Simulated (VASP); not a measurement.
A run of VASP 6.6.1:

INCAR

```
SYSTEM = BP
PREC = Accurate
ENCUT = 600
EDIFF = 1E-6
ISMEAR = 0
SIGMA = 0.03
LREAL = .FALSE.
LASPH = .TRUE.
NELM = 80
ALGO = Normal
ISIF = 3
LWAVE = .FALSE.
LCHARG = .FALSE.
GGA = PE
IVDW = 12
IBRION = 2
NSW = 90
EDIFFG = -0.01
```

Contents of KPOINTS:

```
regular mesh
0
G
  10 10 10
  0 0 0
```

POSCAR

```
BP
1.0
    0.0000000000      2.2690000000      2.2690000000
    2.2690000000      0.0000000000      2.2690000000
    2.2690000000      2.2690000000      0.0000000000
B P
1 1
Direct
    0.0000000000      0.0000000000      0.0000000000
    0.2500000000      0.2500000000      0.2500000000
```

Potentials or basis: VASP PAW PBE potentials, release 64 (B, P).

Command:

```sh
$ cat potpaw_PBE.64/B/POTCAR potpaw_PBE.64/P/POTCAR > POTCAR
$ mpirun -np 1 vasp_std > vasp.out
```

Hardware: 1 thread of Intel(R) Xeon(R) Platinum 8375C CPU @ 2.90GHz (Ice Lake), on a shared host.

Task: How long does it take, and how much memory?

Result: Wall time 16 s on 1 thread of Intel(R) Xeon(R) Platinum 8375C CPU @ 2.90GHz (Ice Lake) (shared host), peak memory 0.16 GiB. Counts: scf iterations 25, k points 47, ion steps 3.
